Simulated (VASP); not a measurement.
# CdS (Greenockite) (P6_3mc) in VASP: further runs, part 2 of 3

VASP 6.6.1.

### Step 3. Band structure, revTPSS

INCAR reads:

```
PREC = Accurate
ENCUT = 520
EDIFF = 1E-6
ISMEAR = -1
SIGMA = 0.05
LREAL = False
LASPH = True
NELM = 80
ALGO = Normal
ISIF = 2
LWAVE = False
LCHARG = False
METAGGA = RTPSS
LMIXTAU = True
```

KPOINTS reads:

```
Automatic mesh
0
Gamma
  7 7 4
```

POSCAR reads:

```
CdS
1.0
    4.1500000000      0.0000000000      0.0000000000
   -2.0750000000      3.5940054257      0.0000000000
    0.0000000000      0.0000000000      6.7370000000
Cd S
2 2
Direct
    0.6666666667      0.3333333333      0.5000000000
    0.3333333333      0.6666666667      0.0000000000
    0.6666666667      0.3333333333      0.8750000000
    0.3333333333      0.6666666667      0.3750000000
```

KPOINTS_OPT reads:

```
path GMKGALHA,LM,KH
20
line-mode
reciprocal
 0.0000000000  0.0000000000  0.0000000000  G
 0.5000000000  0.0000000000  0.0000000000  M

 0.5000000000  0.0000000000  0.0000000000  M
 0.3333333333  0.3333333333  0.0000000000  K

 0.3333333333  0.3333333333  0.0000000000  K
 0.0000000000  0.0000000000  0.0000000000  G

 0.0000000000  0.0000000000  0.0000000000  G
 0.0000000000  0.0000000000  0.5000000000  A

 0.0000000000  0.0000000000  0.5000000000  A
 0.5000000000  0.0000000000  0.5000000000  L

 0.5000000000  0.0000000000  0.5000000000  L
 0.3333333333  0.3333333333  0.5000000000  H

 0.3333333333  0.3333333333  0.5000000000  H
 0.0000000000  0.0000000000  0.5000000000  A

 0.5000000000  0.0000000000  0.5000000000  L
 0.5000000000  0.0000000000  0.0000000000  M

 0.3333333333  0.3333333333  0.0000000000  K
 0.3333333333  0.3333333333  0.5000000000  H
```

Potentials or basis: VASP PAW PBE potentials, release 64 (Cd, S).

On the command line:

```sh
$ cat potpaw_PBE.64/Cd/POTCAR potpaw_PBE.64/S/POTCAR > POTCAR
$ mpirun -np 1 vasp_std > vasp.out
```

OUTCAR:

```text
PREC = Accurate
   ENCUT = 520
   EDIFF = 1E-6
   ISMEAR = -1
   LREAL = False
   LASPH = True
   NELM = 80
   ISIF = 2
   METAGGA = RTPSS

 ion  position               nearest neighbor table
   1  0.667  0.333  0.500-   3 2.53   4 2.54   4 2.54   4 2.54
   2  0.333  0.667  0.000-   4 2.53   3 2.54   3 2.54   3 2.54
   3  0.667  0.333  0.875-   1 2.53   2 2.54   2 2.54   2 2.54
   4  0.333  0.667  0.375-   2 2.53   1 2.54   1 2.54   1 2.54

  LATTYP: Found a hexagonal cell.
 ALAT       =     4.1500000000
 C/A-ratio  =     1.6233734940

  Lattice vectors:

 A1 = (   4.1500000000,   0.0000000000,   0.0000000000)
 A2 = (  -2.0750000000,   3.5940054257,   0.0000000000)
 A3 = (   0.0000000000,   0.0000000000,   6.7370000000)

Analysis of symmetry for initial positions (statically):
=====================================================================
 Subroutine PRICEL returns:
 Original cell was already a primitive cell.

 Routine SETGRP: Setting up the symmetry group for a
 hexagonal supercell.

 Subroutine GETGRP returns: Found 12 space group operations
 (whereof  6 operations were pure point group operations)
 out of a pool of 24 trial point group operations.

The static configuration has the point symmetry C_3v.
 The point group associated with its full space group is C_6v.

Analysis of symmetry for dynamics (positions and initial velocities):
=====================================================================
 Subroutine PRICEL returns:
 Original cell was already a primitive cell.

 Routine SETGRP: Setting up the symmetry group for a
 hexagonal supercell.

 Subroutine GETGRP returns: Found 12 space group operations
 (whereof  6 operations were pure point group operations)
 out of a pool of 24 trial point group operations.

The dynamic configuration has the point symmetry C_3v.
 The point group associated with its full space group is C_6v.

 Subroutine INISYM returns: Found 12 space group operations
 (whereof  6 operations are pure point group operations),
 and found     1 'primitive' translations

----------------------------------------------------------------------------------------

                                     Primitive cell

  volume of cell :     100.4832

  direct lattice vectors                    reciprocal lattice vectors
     4.150000000  0.000000000  0.000000000     0.240963855  0.139120547  0.000000000
    -2.075000000  3.594005426  0.000000000     0.000000000  0.278241094  0.000000000
     0.000000000  0.000000000  6.737000000     0.000000000  0.000000000  0.148434021

  length of vectors
     4.150000000  4.150000000  6.737000000     0.278241094  0.278241094  0.148434021

  position of ions in fractional coordinates (direct lattice)
     0.666666667  0.333333333  0.500000000
     0.333333333  0.666666667  0.000000000
     0.666666667  0.333333333  0.875000000
     0.333333333  0.666666667  0.375000000

  ion indices of the primitive-cell ions
   primitive index   ion index
                 1           1
                 2           2
                 3           3
                 4           4

----------------------------------------------------------------------------------------

 KPOINTS: Automatic mesh

Automatic generation of k-mesh.
 Grid dimensions read from file:
 generate k-points for:    7    7    4

 Generating k-lattice:

  Cartesian coordinates                     Fractional coordinates (reciprocal lattice)
     0.034423408  0.019874364  0.000000000     0.142857143  0.000000000  0.000000000
     0.000000000  0.039748728  0.000000000     0.000000000  0.142857143  0.000000000
     0.000000000  0.000000000  0.037108505     0.000000000  0.000000000  0.250000000

  Length of vectors
     0.039748728  0.039748728  0.037108505

  Shift w.r.t. Gamma in fractional coordinates (k-lattice)
     0.000000000  0.000000000  0.000000000

 Subroutine IBZKPT returns following result:
 ===========================================

 Found     24 irreducible k-points:

 Following reciprocal coordinates:
            Coordinates               Weight
  0.000000  0.000000  0.000000      1.000000
  0.142857 -0.000000  0.000000      6.000000
  0.285714 -0.000000  0.000000      6.000000
  0.428571 -0.000000  0.000000      6.000000
  0.142857  0.142857  0.000000      6.000000
  0.285714  0.142857  0.000000     12.000000
[... 16 lines left out ...]
  0.428571  0.142857  0.500000      6.000000
  0.285714  0.285714  0.500000      6.000000
   k-points           NKPTS =     24   k-points in BZ     NKDIM =     24   number of bands    NBANDS=     22
   number of dos      NEDOS =    301   number of ions     NIONS =      4
   total plane-waves  NPLWV =  51200
   dimension x,y,z NGX =    32 NGY =   32 NGZ =   50
   dimension x,y,z NGXF=    64 NGYF=   64 NGZF=  100
   ions per type =               2   2
   NGX,Y,Z   is equivalent  to a cutoff of  12.82, 12.82, 12.34 a.u.
   NGXF,Y,Z  is equivalent  to a cutoff of  25.64, 25.64, 24.68 a.u.
 SYSTEM =  unknown system
   PREC   = accura    normal or accurate (medium, high low for compatibility)
   ISTART =      0    job   : 0-new  1-cont  2-samecut
   ICHARG =      2    charge: 1-file 2-atom 10-const
   ISPIN  =      1    spin polarized calculation?
   LNONCOLLINEAR =      F non collinear calculations
   LSORBIT =      F    spin-orbit coupling
   LASPH  =      T    aspherical Exc in radial PAW
   ENCUT  =  520.0 eV  38.22 Ry    6.18 a.u.   7.72  7.72 12.53*2*pi/ulx,y,z
   NELM   =     80;   NELMIN=  2; NELMDL= -5     # of ELM steps
   EDIFF  = 0.1E-05   stopping-criterion for ELM
   LREAL  =      F    real-space projection
   EDIFFG = 0.1E-04   stopping-criterion for IOM
   NSW    =      0    number of steps for IOM
   IBRION =     -1    ionic relax: 0-MD 1-quasi-New 2-CG
   NFREE  =      0    steps in history (QN), initial steepest desc. (CG)
   ISIF   =      2    stress and relaxation
   ISYM   =      2    0-nonsym 1-usesym 2-fastsym
   POTIM  = 0.5000    time-step for ionic-motion
   TEBEG  =    0.0;   TEEND  =   0.0 temperature during run
   PSTRESS=    0.0 pullay stress
   NELECT =      36.0000    total number of electrons
   NUPDOWN=      -1.0000    fix difference up-down
   EMIN   =  10.00;   EMAX   =-10.00  energy-range for DOS
   EFERMI =   0.00;   METHOD = LEGACY
   ISMEAR =    -1;   SIGMA  =   0.05  broadening in eV -4-tet -1-fermi 0-gaus
   EFERMI_NEDOS =   21; number of points for ismear=-14 and -15
   IALGO  =     38    algorithm
   IMIX   =      4    mixing-type and parameters
     AMIX     =   0.40;   BMIX     =  1.00
     AMIX_MAG =   1.60;   BMIX_MAG =  1.00
  volume/ion in A,a.u.               =      25.12       169.52
  Fermi-wavevector in a.u.,A,eV,Ry     =   1.162727  2.197236 18.394190  1.351935
  Thomas-Fermi vector in A             =   2.299285
   LORBIT       =      0    0 simple, 1 ext, 2 COOP (PROOUT), +10 PAW based schemes
   METAGGA = RTPSS    functional components
   LHFCALC =     F    Hartree Fock is set to
   AEXX    =    0.0000 exact exchange contribution
   IVDW    =     0    specifies the selected vdW correction
   LEPSILON=     F    determine dielectric tensor
   LRPA    =     F    only Hartree local field effects (RPA)
 non-spin polarized calculation
  energy-cutoff  :      520.00
  volume of cell :      100.48
 maximum number of plane-waves:      2731
 NGX is ok and might be reduce to    32
   NGX = 15   NGY = 15   NGZ = 25

 number of electron      35.9999996 magnetization

 Free energy of the ion-electron system (eV)
  ---------------------------------------------------
  ext. energy  EPLUGINS =         0.00000000
  ---------------------------------------------------
  free energy    TOTEN  =        18.75857003 eV

  energy without entropy =       18.75857008  energy(sigma->0) =       18.75857006

 E-fermi :   1.8361     XC(G=0):  -9.3593

 val. band max:        1.1373855487   @ k =   0.0000   0.0000   0.0000
 cond. band min:       2.4737675224   @ k =   0.0000   0.0000   0.0000
 fundamental gap:      1.3363819737
 Fermi energy:         1.8360923135

 k-point     1 :       0.0000    0.0000    0.0000
  band No.  band energies     occupation
      1     -11.4515      2.00000
      2     -11.0130      2.00000
      3      -6.5181      2.00000
      4      -6.4971      2.00000
      5      -6.4971      2.00000
      6      -6.4083      2.00000
[... 574 lines left out ...]
      6      -6.2963      2.00000
[... 14 lines left out ...]
     21       7.2514      0.00000
     22       7.2514      0.00000

------------------------ aborting loop because EDIFF is reached ----------------------------------------

  FORCE on cell =-STRESS in cart. coord.  units (eV):
  Direction    XX          YY          ZZ          XY          YZ          ZX
  --------------------------------------------------------------------------------------
  -------------------------------------------------------------------------------------
  Total        0.9148685      0.9148685      1.2143756     -0.0000000      0.0000000      0.0000000
  in kB       14.5873330     14.5873330     19.3628927     -0.0000000      0.0000000      0.0000000
  external PRESSURE =      16.1791862 kB  Pullay stress =       0.0000000 kB

 VOLUME and BASIS-vectors are now :
 -----------------------------------------------------------------------------
  energy-cutoff  :      520.00
  volume of cell :      100.48
      direct lattice vectors                 reciprocal lattice vectors
     4.150000000  0.000000000  0.000000000     0.240963855  0.139120547  0.000000000
    -2.075000000  3.594005426  0.000000000     0.000000000  0.278241094  0.000000000
     0.000000000  0.000000000  6.737000000     0.000000000  0.000000000  0.148434021

 POSITION                                       TOTAL-FORCE (eV/Angst)
 -----------------------------------------------------------------------------------
      2.07500      1.19800      3.36850        -0.000000     -0.000000     -0.076494
     -0.00000      2.39600      0.00000         0.000000     -0.000000     -0.076494
      2.07500      1.19800      5.89487         0.000000      0.000000      0.076494
     -0.00000      2.39600      2.52637         0.000000      0.000000      0.076494
 -----------------------------------------------------------------------------------
    total drift:                               -0.000000     -0.000000     -0.000564

  FREE ENERGIE OF THE ION-ELECTRON SYSTEM (eV)
  ---------------------------------------------------
  free  energy   TOTEN  =        18.7585700336 eV

  energy  without entropy=       18.7585700774  energy(sigma->0) =       18.75857006
```

Wall time 5.5 min (1 thread of Intel Xeon 6975P-C (Granite Rapids), shared host); peak memory 0.28 GiB.

What came out:

```yaml
Free_energy: 18.7586 eV
Pressure: 1.6 GPa
Largest_force: 0.076 eV/Å
Band_gap_on_the_k_mesh: 1.34 eV, direct
Band_gap_along_the_path: 1.34 eV, direct
```

Forces in eV/Å, atoms in the order of the input:
```
Cd   0.000  0.000 -0.076
Cd   0.000  0.000 -0.076
S    0.000  0.000  0.076
S    0.000  0.000  0.076
```

Stress tensor (GPa, compression positive):
```
1.46 0.00 0.00
0.00 1.46 0.00
0.00 0.00 1.94
```

Levels at the corners of the path, in eV from the valence-band top:
```csv
point,band 16,band 17,band 18,band 19,band 20,band 21
Γ,-0.04,0.00,0.00,1.34,2.95,6.68
M,-1.89,-1.31,-0.74,3.87,4.00,5.17
M,-1.89,-1.31,-0.74,3.87,4.00,5.17
K,-1.87,-1.87,-1.62,4.68,5.29,5.29
K,-1.87,-1.87,-1.62,4.68,5.29,5.29
Γ,-0.04,0.00,0.00,1.34,2.95,6.68
Γ,-0.04,0.00,0.00,1.34,2.95,6.68
A,-0.40,-0.40,-0.40,3.00,3.00,6.32
A,-0.40,-0.40,-0.40,3.00,3.00,6.32
L,-1.34,-1.33,-1.33,3.60,3.60,5.51
L,-1.34,-1.33,-1.33,3.60,3.60,5.51
H,-2.43,-1.12,-1.12,4.56,4.56,6.16
H,-2.43,-1.12,-1.12,4.56,4.56,6.16
A,-0.40,-0.40,-0.40,3.00,3.00,6.32
L,-1.34,-1.33,-1.33,3.60,3.60,5.51
M,-1.89,-1.31,-0.74,3.87,4.00,5.17
K,-1.87,-1.87,-1.62,4.68,5.29,5.29
H,-2.43,-1.12,-1.12,4.56,4.56,6.16
```

Caveat: the PAW data sets were made with another functional, which shifts forces and pressure a little.

[end of part 2 of 3]
